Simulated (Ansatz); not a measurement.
# Si3N: the cost of one run

Method: DFT PBE+D3(BJ), scalar-relativistic, plane waves, PAW, in Ansatz 0.2.0.

## (1) The system as given

The structure is triclinic, space group P1 (No. 1). The conventional cell has a = 3.833 Å, b = 5.421 Å, c = 22.488 Å, α = 90.00°, β = 90.00°, γ = 90.00°. Si (site symmetry 1) is surrounded by 3 Si at 2.32 to 2.35 Å. Si (site symmetry 1) is surrounded by 4 Si at 2.31 to 2.32 Å. Around Si (site symmetry 1) lie 3 Si at 2.29 to 2.31 Å. N (site symmetry 1) is surrounded by 1 N at 1.10 Å.

Structure file:

```cif
data_structure
_symmetry_space_group_name_H-M 'P1'
_symmetry_Int_Tables_number 1
_cell_length_a 3.8333
_cell_length_b 5.4212
_cell_length_c 22.4878
_cell_angle_alpha 90.000
_cell_angle_beta 90.000
_cell_angle_gamma 90.000
_cell_volume 467.32
loop_
_atom_site_label
_atom_site_type_symbol
_atom_site_symmetry_multiplicity
_atom_site_Wyckoff_symbol
_atom_site_fract_x
_atom_site_fract_y
_atom_site_fract_z
_atom_site_occupancy
Si1 Si 1 a 0.50000 0.00000 0.17787 1
Si2 Si 1 a 0.00000 0.25000 0.17787 1
Si3 Si 1 a 0.00000 0.50388 0.26087 1
Si4 Si 1 a 0.50000 0.74612 0.26087 1
Si5 Si 1 a 0.50000 0.00860 0.34186 1
Si6 Si 1 a 0.00000 0.24140 0.34186 1
N1 N 1 a 0.66667 0.00860 0.50640 1
N2 N 1 a 0.66667 0.00860 0.55531 1
```

This is the geometry of the first run shown, built on a cell relaxed beforehand with the same method.

## (2) What is varied

Atoms count from 1 in the order of the input.

N2 is moved over the surface cell at a fixed height above a rigid substrate; the origin of the map has the adsorbate above Si5; the height is held at 3.70 Å.

The axes are (1) position of N7 along the first surface vector, from above Si5: 6 values from 0.000 to 0.833, periodic; (2) position of N7 along the second surface vector, from above Si5: 6 values from 0.000 to 0.833, periodic.

Nothing else is relaxed. Points are written as (first, second).

The two vectors of the plane (Å): (3.833, 0.000, 0.000); (0.000, 5.421, 0.000).

## (3) Point (1/6, 0/6) of the map's two axes

The cell repeats along c, and a dipole correction in the vacuum removes the field between the copies.

input.yaml reads:

```yaml
crystal:
  lattice:
    - [3.8333442755, 0.0, 0.0]
    - [0.0, 5.4211674636, 0.0]
    - [0.0, 0.0, 22.4877586337]
  atoms:
    - { symbol: Si, position: [0.5, 0.0, 0.1778745523] }
    - { symbol: Si, position: [0.0, 0.25, 0.1778745523] }
    - { symbol: Si, position: [0.0, 0.5038839981, 0.2608672216] }
    - { symbol: Si, position: [0.5, 0.7461160019, 0.2608672216] }
    - { symbol: Si, position: [0.5, 0.0086033066, 0.3418641564] }
    - { symbol: Si, position: [0.0, 0.2413966934, 0.3418641564] }
    - { symbol: "N", position: [0.6666666667, 0.0086033066, 0.5063981173] }
    - { symbol: "N", position: [0.6666666667, 0.0086033066, 0.5553136192] }
basis:
  ecutwfc: 420
kpoints:
  mp_grid: { grid: [7, 5, 1] }
hamiltonian:
  xc: pbe
  pseudopotentials: { kind: paw, azcp: { folder: soft_1 } }
  dispersion: d3bj
scf:
  occupations: { method: gaussian, width: 0.05 }
output:
  forces: true
  eigenvalues: true
efield:
  axis: 3
  dipole_correction: true
  ramp_width: 0.04
```

On the command line:

```console
$ ansatz run input.yaml --threads 1 --pin off --max-ram 3072MiB --backend cpu --events-out ev --progress --plain --runs-dir out
```

**Question.** How long does this run take on 1 thread of Arm Neoverse V2, shared host, and how much memory does it need?

About 19 s, with a peak of 0.54 GiB.
